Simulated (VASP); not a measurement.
AlN:

```
Al N
1.0
     3.11300    0.00000    0.00000
    -1.55650    2.69594    0.00000
     0.00000    0.00000    4.98100
Al N
2 2
Direct
  0.33333 0.66667 0.00000
  0.66667 0.33333 0.50000
  0.33333 0.66667 0.38000
  0.66667 0.33333 0.88000
```

Program: VASP 6.6.1. Alike in all runs: task single point; no spin polarisation; cell as given; cutoff (eV) 520; smearing fermi-dirac 0.02 eV.

**Question.** Order these runs on this cell by their band gap on the k mesh, lowest first.
A. level LDA; potentials or basis VASP PAW LDA potentials, release 64 (Al, N); k mesh 8 × 8 × 5
B. level HSE06; potentials or basis VASP PAW PBE potentials, release 64 (Al, N); k mesh 6 × 6 × 4; grid for exact exchange (PRECFOCK) Fast; screening parameter 0.2 1/A
C. level r2SCAN; potentials or basis VASP PAW PBE potentials, release 64 (Al, N); k mesh 8 × 8 × 5

**Answer.** A (4.25 eV), C (4.90 eV), B (5.59 eV).

Caveats: an odd mesh through Γ misses points on the zone boundary, where band edges often lie (some runs).

Not every run made on this cell is shown here.
